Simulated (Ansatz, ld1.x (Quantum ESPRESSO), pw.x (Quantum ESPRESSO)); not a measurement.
From atom to crystal: ultrasoft potential for tungsten

* Element: tungsten (W)
* Generator: ld1.x (Quantum ESPRESSO) 7.5
* Type: ultrasoft
* Functional: PBE
* Relativity: scalar-relativistic
* Frozen core: [Xe] 4f14
* Valence charge: 6
* Reference configuration: 5d4 6s1.5 6p0 (charge +0.5)
* Partial waves: 6s (bound): rcut 2.78, rcutus 3.20 bohr; 6s channel at 0.05 Ry: rcut 2.78, rcutus 3.20 bohr; 6p (bound, empty): rcut 2.94, rcutus 3.74 bohr; 6p channel at 4.15 Ry: rcut 2.94, rcutus 3.74 bohr; 5d (bound): rcut 2.56, rcutus 2.94 bohr; 5d channel at 3.3 Ry: rcut 2.56, rcutus 2.94 bohr
* Local potential: all-electron potential smoothed inside 2.94 bohr (lloc = -2)
* Core correction: Bessel-smoothed model core, default radius (core density twice the valence density)
* Augmentation charge: PSQ, inside the norm-conserving radii

Atomic tests: cutoffs needed: 12 Ry and 18 Ry (the cutoffs (Ry, on a coarse ladder) from which the occupation-weighted sum of valence levels, in a spherical-Bessel basis at the reference potential, stays within 10 and 1 mRy of its value at 400 Ry); ghost test: no extra level below or beside the all-electron valence levels (s, p, d, f tested) (spherical-Bessel basis up to 400 Ry, 20 bohr box); largest excitation error: -81 meV (all-electron minus pseudo) for 5d3 6s2 6p0, out of 7 test configurations.

Crystal test: fcc W in pw.x 7.5, no spin, 14³ k-points, Fermi–Dirac smearing 0.01 Ry, cutoffs 40/320 Ry. The reference is all-electron LAPW (Ansatz 0.2.0) with the same functional, mesh and smearing; V0 and B0 come from Birch–Murnaghan fits to the pressures at five volumes. Errors are pseudo minus all-electron; Δ is the rms difference of the E(V) curves that follow from these fits, minima aligned, over ±6 % about the mean V0. Mesh and smearing are coarse, so the numbers serve the comparison and aren't converged zero-temperature values; the lattice is a test structure that the element need not adopt.

All-electron: a0 = 4.039 Å (V0 = 16.47 Å³/atom), B0 = 280.9 GPa.

Task: How far does the potential miss the all-electron equation of state?

Result: mean pressure error (GPa): +34.84. The pressure does not cross zero within the volumes sampled, so no fit is given. The largest radius (3.74 bohr) exceeds half the bond length (2.70 bohr), so the spheres overlap, which is one possible source of error among others. This is a poor potential for the solid.

| V (Å³/atom) | P all-electron (GPa) | P pseudo (GPa) |
| --- | --- | --- |
| 15.654 | 15.90 | 57.83 |
| 16.066 | 7.42 | 45.50 |
| 16.478 | -0.06 | 34.49 |
| 16.890 | -6.66 | 24.65 |
| 17.302 | -12.47 | 15.86 |

Task: At the middle volume, how do free energy and pressure move when the wave cutoff is lowered (ecutrho held at 320 Ry)?

Result:

```csv
cutoff (Ry),shift of F (meV/atom),shift of P (GPa)
18,+13.0,-0.25
24,+1.8,-0.03
32,+0.6,-0.04
```

The run at the middle volume (104 k-points, 8 iterations) took about 9 s on one core of a shared host (Neoverse-V1, 32 threads, 247 GiB, load 13).
